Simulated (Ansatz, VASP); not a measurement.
**AlN: VASP beside Ansatz**

```
Al N
1.0
     0.00000    2.18884    2.18884
     2.18884    0.00000    2.18884
     2.18884    2.18884    0.00000
Al N
1 1
Direct
  0.00000 0.00000 0.00000
  0.75000 0.75000 0.75000
```

Alike in both runs: functional PBEsol; k mesh 10 × 10 × 10; no spin polarisation.

Ansatz relaxed the structure, and its values are those at the end. VASP's run is a single point on that final structure, the one shown.

|  | VASP | Ansatz |
| --- | --- | --- |
| version | VASP 6.6.1 | Ansatz 0.2.0 |
| potentials or method | VASP PAW PBE potentials, release 64 (Al, N) | scalar-relativistic, plane waves, PAW |
| plane-wave cutoff (eV) | 520 | 420 |
| occupations | gaussian, width 0.01 eV | fixed |
| valence electrons in the cell | 8 | 8 |

Ansatz gave:

- gap on the k mesh at the Fermi level (eV): 3.19
- least direct gap on the mesh (eV): 4.06
- pressure (GPa): 0.0

What did VASP give for the same quantities?

gap on the k mesh at the Fermi level (eV): 3.18; least direct gap on the mesh (eV): 4.07; pressure (GPa): 0.0.

Caveats: the PAW data sets were made with another functional, which shifts forces and pressure a little (VASP). A k mesh can miss the band edges.
